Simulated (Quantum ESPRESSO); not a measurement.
## GaN: zone-centre phonons under several settings

```
Ga N
1.0
     3.18000    0.00000    0.00000
    -1.59000    2.75396    0.00000
     0.00000    0.00000    5.16600
Ga N
2 2
Direct
  0.66667 0.33333 0.50000
  0.33333 0.66667 0.00000
  0.66667 0.33333 0.87500
  0.33333 0.66667 0.37500
```

All runs used Quantum ESPRESSO 7.5; relaxed cell; no spin polarisation; occupations smeared at first, fixed for the response.

```csv
level,potentials,k mesh (s: shifted),cutoff (eV),volume (Å³/atom),pressure (GPa),lowest optical mode without the field (cm⁻¹),highest optical mode without the field (cm⁻¹),sum of the Born charges (e)
PBE+D3(BJ),PseudoDojo 0.4.1 SR PBE standard,8 × 8 × 4s,1143,11.53,0.0,136,675,-0.01
PBE,SSSP 1.3 efficiency PBE,6 × 6 × 4s,952,?,0.1,?,?,?
vdW-DF-cx,PseudoDojo 0.4.1 SR PBE standard,6 × 6 × 4s,1143,11.46,0.0,135,674,-0.07
PBE+D2,PseudoDojo 0.4.1 SR PBE standard,8 × 8 × 4s,1143,11.66,0.0,133,667,-0.01
```

**Question.** What stands in the row left open?

**Answer.** Volume 11.72 Å³/atom; lowest optical mode without the field 135 cm⁻¹; highest optical mode without the field 661 cm⁻¹; sum of the Born charges -0.05 e.

Caveats: the potentials were made for another functional, which shifts forces and pressure (some runs).

For the row left open. Caveat: the Born charges break their sum rule by 0.05 e, a sign of too thin a mesh.
